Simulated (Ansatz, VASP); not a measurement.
## Be in VASP and in Ansatz

The input INCAR:

```
SYSTEM = Be
  PREC = Accurate
  ENCUT = 520
  EDIFF = 1E-6
  ISMEAR = 0
  SIGMA = 0.15
  LREAL = .FALSE.
  LASPH = .TRUE.
  NELM = 80
  ALGO = Normal
  ISIF = 2
  LWAVE = .FALSE.
  LCHARG = .FALSE.
  GGA = PE
  NBANDS = 9
```

Contents of KPOINTS:

```
Automatic mesh
0
G
  24 24 14
  0 0 0
```

Contents of POSCAR:

```
Be
1.0
    2.3569895345      0.0000000000      0.0000000000
   -1.1784947673      2.0412128133      0.0000000000
    0.0000000000      0.0000000000      3.6909225000
Be
2
Direct
    0.3333333333      0.6666666667      0.2500000000
    0.6666666667      0.3333333333      0.7500000000
```

Input for Ansatz:

```yaml
crystal:
  lattice:
    - [2.3569895345, 0.0, 0.0]
    - [-1.1784947673, 2.0412128133, 0.0]
    - [0.0, 0.0, 3.6909225]
  atoms:
    - { symbol: Be, position: [0.3333333333, 0.6666666667, 0.25] }
    - { symbol: Be, position: [0.6666666667, 0.3333333333, 0.75] }
basis:
  ecutwfc: 420
kpoints:
  mp_grid: { grid: [24, 24, 14] }
hamiltonian:
  xc: pbe
scf:
  occupations: { method: gaussian, width: 0.15 }
output:
  forces: true
  stress: true
  eigenvalues: true
```

Change from the starting cell: strain +0.025 along x and y, +0.025 along z, atoms carried along.

Alike in both runs: task single point; functional PBE; k mesh 24 × 24 × 14; occupations gaussian, width 0.15 eV; no spin polarisation.

```csv
,VASP,Ansatz
version,VASP 6.6.1,Ansatz 0.2.0
potentials or method,"VASP PAW PBE potentials, release 64 (Be)","scalar-relativistic, plane waves, PAW"
plane-wave cutoff (eV),520,420
valence electrons in the cell,4,4
```

```csv
,VASP,Ansatz,Ansatz less VASP
gap on the k mesh at the Fermi level (eV),none,none,-
pressure (GPa),-11.6,-11.7,-0.10
largest component of the traceless stress (GPa),0.26,0.28,+0.018
```

A gap of «none» marks a metal or a gap that the smearing closes.
